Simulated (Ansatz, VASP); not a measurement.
# Cross-check of P (black phosphorene) between VASP and Ansatz, part 2 of 2

Aim: how closely do two programs agree when they are given the same cell, functional and k mesh? The structure shown is the end of the VASP relaxation below.

VASP 6.6.1 and Ansatz 0.2.0.

So far: Set-up; VASP: relaxation, PBE with D3(BJ); Ansatz: single point, PBE with D3(BJ); Side by side; Other set-ups.

## (6) VASP: band structure, PBE with D3(BJ), spin-orbit coupling

Level of this step: PBE with D3(BJ), spin-orbit coupling; plane waves and PAW (P) (VASP).

Levels along a path test the potential and the projectors away from the mesh points.

Contents of INCAR:

```
SYSTEM = P
PREC = Normal
ENCUT = 350
EDIFF = 1E-06
NELM = 120
ISMEAR = 0
SIGMA = 0.03
LREAL = .FALSE.
ALGO = Fast
GGA = PE
IVDW = 12
LNONCOLLINEAR = .TRUE.
MAGMOM = 0 0 0 0 0 0 0 0 0 0 0 0
NBANDS = 32
GGA_COMPAT = .FALSE.
LASPH = .TRUE.
LSORBIT = .TRUE.
LWAVE = .FALSE.
LCHARG = .FALSE.
KPAR = 4
IDIPOL = 3
LDIPOL = .TRUE.
DIPOL = 0.5 0.5 0.5
LVHAR = .TRUE.
LVACPOTAV = .TRUE.
```

Contents of POSCAR:

```
P
1.0
    4.3905332440      0.0000000000      0.0000000000
    0.0000000000      3.2585849318      0.0000000000
    0.0000000000      0.0000000000     22.0000000000
P
4
Direct
    0.0805848271      0.0000000000      0.4517032559
    0.4194151729      0.5000000000      0.4517032559
    0.5805848271      0.5000000000      0.5482967441
    0.9194151729      0.0000000000      0.5482967441
```

Contents of KPOINTS:

```
Automatic mesh
0
Gamma
7 9 1
0 0 0
```

Contents of KPOINTS_OPT:

```
Line mode
14
Line-mode
Reciprocal
  0.00000000   0.00000000   0.00000000 GAMMA
 -0.50000000   0.00000000   0.00000000 X

 -0.50000000   0.00000000   0.00000000 X
 -0.50000000  -0.50000000   0.00000000 S

 -0.50000000  -0.50000000   0.00000000 S
  0.00000000  -0.50000000   0.00000000 Y

  0.00000000  -0.50000000   0.00000000 Y
  0.00000000   0.00000000   0.00000000 GAMMA

  0.00000000   0.00000000   0.00000000 GAMMA
 -0.50000000  -0.50000000   0.00000000 S
```

PAW data sets: P (PBE family, release 64).

Run with:

```bash
> mpirun -np 4 vasp_ncl
```

Numbers of over 12 decimals in the logs are rounded to 6 here.

Log:

```text
[... set-up lines as in an earlier step ...]
 entering main loop
       N       E                     dE             d eps       ncg     rms          rms(c)
DAV:   1     0.122784342958E+03    0.12278E+03   -0.51356E+03  1304   0.646E+02
DAV:   2    -0.521918718481E+01   -0.12800E+03   -0.12193E+03  1960   0.156E+02
DAV:   3    -0.211813236397E+02   -0.15962E+02   -0.15843E+02  1608   0.605E+01
DAV:   4    -0.216287945114E+02   -0.44747E+00   -0.44570E+00  1840   0.126E+01
[...]
RMM:  20    -0.214145500321E+02   -0.11945E-05   -0.77052E-08   772   0.150E-03    0.715E-04
RMM:  21    -0.214145524695E+02   -0.24374E-05   -0.91675E-08   856   0.138E-03    0.205E-04
RMM:  22    -0.214145527064E+02   -0.23688E-06   -0.15176E-08   524   0.951E-04
 -----------------------------------------------------------------------------
|                                                                             |
|           W    W    AA    RRRRR   N    N  II  N    N   GGGG   !!!           |
|           W    W   A  A   R    R  NN   N  II  NN   N  G    G  !!!           |
[...]
1 F= -.22428012E+02 E0= -.22428012E+02  d E =-.100657E-19  mag=     0.0000    -0.0000     0.0000
 Start KPOINTS_OPT (optional k-point list driver)
k-point batch [1-20\70]
       N       E                     dE             ncg
DAV:   1    -0.757570737729E+03   -0.46796E+04     1296
DAV:   2    -0.294384209532E+04   -0.21863E+04     2032
DAV:   3    -0.325717114232E+04   -0.31333E+03     1688
DAV:   4    -0.326594943303E+04   -0.87783E+01     1928
DAV:   5    -0.326613254493E+04   -0.18311E+00     1840
DAV:   6    -0.326613664444E+04   -0.40995E-02     1800
DAV:   7    -0.326613678805E+04   -0.14362E-03     1840
DAV:   8    -0.326613679368E+04   -0.56259E-05     1672
DAV:   9    -0.326613679396E+04   -0.27934E-06     1288
[...]
k-point batch [61-70\70]
       N       E                     dE             ncg
DAV:   1     0.398754335153E+02   -0.45453E+04      640
DAV:   2    -0.126672674322E+04   -0.13066E+04      960
DAV:   3    -0.142043880029E+04   -0.15371E+03      784
DAV:   4    -0.142480273942E+04   -0.43639E+01      928
DAV:   5    -0.142489045847E+04   -0.87719E-01      872
DAV:   6    -0.142489311956E+04   -0.26611E-02      928
DAV:   7    -0.142489324008E+04   -0.12053E-03      872
DAV:   8    -0.142489324721E+04   -0.71274E-05      856
DAV:   9    -0.142489324753E+04   -0.32182E-06      608
```

From OUTCAR (step 6):

```text
 Edisp (eV)   -1.01346

  Total       0.48312     1.27583     0.00461     0.00000     0.00000     0.00000
  in kB       2.45920     6.49432     0.02348     0.00000     0.00000     0.00000
  external pressure =        2.99 kB  Pullay stress =        0.00 kB

 POSITION                                       TOTAL-FORCE (eV/Angst)
 -----------------------------------------------------------------------------------
      0.35381      0.00000      9.93747         0.002372     -0.000000     -0.009836
      1.84146      1.62929      9.93747        -0.002372      0.000000     -0.009836
      2.54908      1.62929     12.06253         0.002372      0.000000      0.009836
      4.03672      0.00000     12.06253        -0.002372      0.000000      0.009836
 -----------------------------------------------------------------------------------
    total drift:                                0.000000     -0.000000      0.000000

  FREE ENERGIE OF THE ION-ELECTRON SYSTEM (eV)
  ---------------------------------------------------
  free  energy   TOTEN  =       -22.4280116852 eV

  energy  without entropy=      -22.4280116852  energy(sigma->0) =      -22.42801169

[... 1 part as in an earlier step ...]

[... 2 further parts left out ...]
[key lines of the parts left out:]
E-fermi :  -2.0381
```

## (7) Ansatz: band structure, PBE with D3(BJ), spin-orbit coupling

The same cell, functional, mesh and smearing now go to Ansatz, which takes its cutoff from its data sets.

Contents of input.yaml:

```yaml
crystal:
  lattice:
    - [4.390533244, 0.0, 0.0]
    - [0.0, 3.2585849318, 0.0]
    - [0.0, 0.0, 22.0]
  atoms:
    - { symbol: P, position: [0.0805848271, 0.0, 0.4517032559] }
    - { symbol: P, position: [0.4194151729, 0.5, 0.4517032559] }
    - { symbol: P, position: [0.5805848271, 0.5, 0.5482967441] }
    - { symbol: P, position: [0.9194151729, 0.0, 0.5482967441] }
hamiltonian:
  xc: pbe
  pseudopotentials: { kind: paw_fr }
  dispersion: d3bj
magnetization:
  noncollinear: true
  spin_orbit: true
kpoints:
  mp_grid: { grid: [7, 9, 1] }
  band_path:
    path:
      - [0.0, 0.0, 0.0]
      - [-0.07692, 0.0, 0.0]
      - [-0.15385, 0.0, 0.0]
      - [-0.26923, 0.0, 0.0]
      - [-0.34615, 0.0, 0.0]
      - [-0.42308, 0.0, 0.0]
      - [-0.5, 0.0, 0.0]
      - [-0.5, -0.07692, 0.0]
      - [-0.5, -0.19231, 0.0]
      - [-0.5, -0.26923, 0.0]
      - [-0.5, -0.34615, 0.0]
      - [-0.5, -0.46154, 0.0]
      - [-0.5, -0.5, 0.0]
      - [-0.42308, -0.5, 0.0]
      - [-0.30769, -0.5, 0.0]
      - [-0.23077, -0.5, 0.0]
      - [-0.11538, -0.5, 0.0]
      - [-0.03846, -0.5, 0.0]
      - [0.0, -0.5, 0.0]
      - [0.0, -0.38462, 0.0]
      - [0.0, -0.30769, 0.0]
      - [0.0, -0.23077, 0.0]
      - [0.0, -0.11538, 0.0]
      - [0.0, -0.03846, 0.0]
      - [-0.03846, -0.03846, 0.0]
      - [-0.11538, -0.11538, 0.0]
      - [-0.19231, -0.19231, 0.0]
      - [-0.30769, -0.30769, 0.0]
      - [-0.38462, -0.38462, 0.0]
      - [-0.5, -0.5, 0.0]
    npoints: 1
scf:
  occupations: { method: gaussian, width: 0.03 }
  n_extra_bands: 16
efield:
  axis: 3
  dipole_correction: true
  ramp_width: 0.04
output:
  forces: true
  eigenvalues: true
```

Run with:

```bash
> ansatz run input.yaml --threads 2 --pin off --max-ram 4608MiB --backend cpu --events-out ev --progress --plain --runs-dir out
```

Log:

```text
[...]
non-collinear run that drives no moment, with spin-orbit: no starting moment large enough to seed its density (crystal.atoms[].spin), no starting occupations that ask for one, no magnetisation constraint and no magnetic field, so the semilocal B_xc is pinned to zero
Crystal: 4 atoms, lattice volume = 314.752 Å³
[...]
k-point 1: bands = [... 16 lower, -3.9007, -3.9007, -1.9941, -1.9941, -1.2006, -1.2006, 0.8124, 0.8124, ... 12 higher]
  k-point 2: bands = [... 16 lower, -3.7472, -3.7472, -2.2941, -2.2941, -0.7664, -0.7664, -0.4790, -0.4790, ... 12 higher]
  k-point 19: bands = [... 16 lower, -3.5168, -3.5168, -3.2774, -3.2774, 0.3711, 0.3711, 0.6927, 0.6927, ... 12 higher]
[key lines of the parts left out:]
SCF converged after 9 iterations
Magnetization: |M| = 0.0000 μB,  M = (+0.0000, +0.0000, +0.0000) μB
Free energy (F): -3023.625837 eV
Fermi energy:    -1.658224 eV
Dipole field:    D = 0.000032 V/Å  (p = 0.000056 e·Å, saw-weighted, corrected)
Work function:   Φ+ = 4.5589 eV   Φ− = 4.5596 eV
```

The job ended after 2 min (2 threads of Arm Neoverse N1, shared host; peak memory 1 GiB).

## (8) Differences

What differs besides the data sets and the points named for the pairs above, as far as they apply: spin-orbit coupling enters by fully relativistic files in Ansatz and inside the spheres in VASP. Total energies have different zeros and are not compared.

Compared:

```tsv
quantity	Ansatz	VASP	difference
gap over the path points (eV)	0.617	0.634	-0.017
```

Levels at points of the path, from each program's valence-band top (eV; 8 filled, then empty):

```tsv
k (reciprocal lattice)	Ansatz	VASP
0.000 0.000 0.000	-3.43 -3.43 -2.02 -2.02 -1.71 -1.71 0.00 0.00 0.62 0.62 1.63 1.63 2.86 2.86	-3.40 -3.40 -2.01 -2.01 -1.68 -1.68 0.00 0.00 0.63 0.63 1.67 1.67 2.91 2.91
-0.077 0.000 0.000	-3.40 -3.40 -1.81 -1.81 -1.72 -1.72 -0.32 -0.32 0.89 0.89 1.66 1.66 2.80 2.80	-3.38 -3.38 -1.81 -1.81 -1.70 -1.70 -0.31 -0.31 0.91 0.91 1.69 1.69 2.85 2.85
-0.154 0.000 0.000	-3.33 -3.33 -1.78 -1.78 -1.30 -1.30 -0.84 -0.84 1.33 1.33 1.74 1.74 2.63 2.63	-3.30 -3.30 -1.75 -1.75 -1.29 -1.29 -0.83 -0.83 1.34 1.34 1.78 1.78 2.67 2.67
-0.269 0.000 0.000	-3.12 -3.12 -1.93 -1.93 -1.67 -1.67 -0.46 -0.46 1.81 1.81 2.16 2.16 2.22 2.22	-3.10 -3.10 -1.91 -1.91 -1.66 -1.66 -0.46 -0.46 1.83 1.83 2.19 2.19 2.27 2.27
-0.346 0.000 0.000	-2.54 -2.54 -2.13 -2.13 -2.09 -2.09 -0.21 -0.21 2.00 2.00 2.06 2.06 2.65 2.65	-2.53 -2.53 -2.13 -2.13 -2.06 -2.06 -0.21 -0.21 2.02 2.02 2.10 2.10 2.68 2.68
-0.423 0.000 0.000	-2.73 -2.73 -2.29 -2.29 -1.66 -1.66 -0.43 -0.43 2.12 2.12 2.15 2.15 3.14 3.14	-2.70 -2.70 -2.26 -2.26 -1.65 -1.65 -0.42 -0.42 2.16 2.16 2.18 2.18 3.16 3.16
-0.500 0.000 0.000	-2.51 -2.51 -2.51 -2.51 -0.97 -0.97 -0.97 -0.97 2.20 2.20 2.20 2.20 3.52 3.52	-2.48 -2.48 -2.48 -2.48 -0.96 -0.96 -0.96 -0.96 2.23 2.23 2.23 2.23 3.54 3.54
-0.500 -0.077 0.000	-3.15 -3.15 -3.13 -3.13 -0.82 -0.82 -0.82 -0.82 2.57 2.57 2.58 2.58 3.29 3.29	-3.13 -3.13 -3.12 -3.12 -0.81 -0.81 -0.81 -0.81 2.60 2.60 2.61 2.61 3.31 3.31
-0.500 -0.192 0.000	-3.00 -3.00 -2.99 -2.99 -1.17 -1.17 -1.17 -1.17 2.82 2.82 2.83 2.83 3.58 3.58	-2.99 -2.99 -2.99 -2.99 -1.17 -1.17 -1.17 -1.17 2.85 2.85 2.86 2.86 3.59 3.59
-0.500 -0.269 0.000	-3.02 -3.02 -3.01 -3.01 -1.62 -1.62 -1.60 -1.60 2.92 2.92 2.94 2.94 3.63 3.63	-3.02 -3.02 -3.00 -3.00 -1.62 -1.62 -1.60 -1.60 2.96 2.96 2.97 2.97 3.65 3.65
```

At this near-relaxed geometry the largest component of a force difference is 36 meV/Å. Among the levels compared at these points, filled levels agree within 28 meV and empty ones within 48 meV.

## (9) What the set-up changes

Further runs change the set-up of one program: Ansatz's method, potentials or start, or VASP's data sets, cutoff or form of LDA. The table gives Ansatz less VASP for each quantity, since a change that brings one quantity closer may part another.

```tsv
run	r.m.s. force difference (meV/Å)	gap over the path points (eV)
as above	29	-0.017
Ansatz's larger PAW set (cutoff 510 eV)	27	-0.011
norm-conserving potentials (cutoff 599 eV)	38	-0.018
```

## (10) Results

```json
{
 "r.m.s. force difference (single point, PBE with D3(BJ))": "28 meV/Å",
 "r.m.s. force difference (band structure, PBE with D3(BJ), spin-orbit coupling)": "29 meV/Å"
}
```

In words: The r.m.s. force difference is 29 meV/Å (band structure, PBE with D3(BJ), spin-orbit coupling), beyond the 12 meV/Å picked in this series as the mark of a large difference. Single point, PBE with D3(BJ), Ansatz's larger PAW set (cutoff 510 eV): the difference in gap on the k mesh goes from -0.0080 to -0.0023 eV. Band structure, PBE with D3(BJ), spin-orbit coupling, Ansatz's larger PAW set (cutoff 510 eV): the difference in gap over the path points goes from -0.017 to -0.011 eV. Band structure, PBE with D3(BJ), spin-orbit coupling, norm-conserving potentials (cutoff 599 eV): r.m.s. force difference goes from 29 to 38 meV/Å. How closely two codes agree says nothing of how well the functional describes the real material.

[Lines on the potential files, build, host, timing and source positions are cut from VASP's logs without a mark.]

[Logs are printed without paths, hosts, clocks, repeated set-up lines and the standing remarks that a program may print on its own settings, such as how far it seeks lower states.]

[Hosts, paths, dates, database ids (printed as entryN), source tags and the programs' standing remarks are cut or masked in the printed files.]
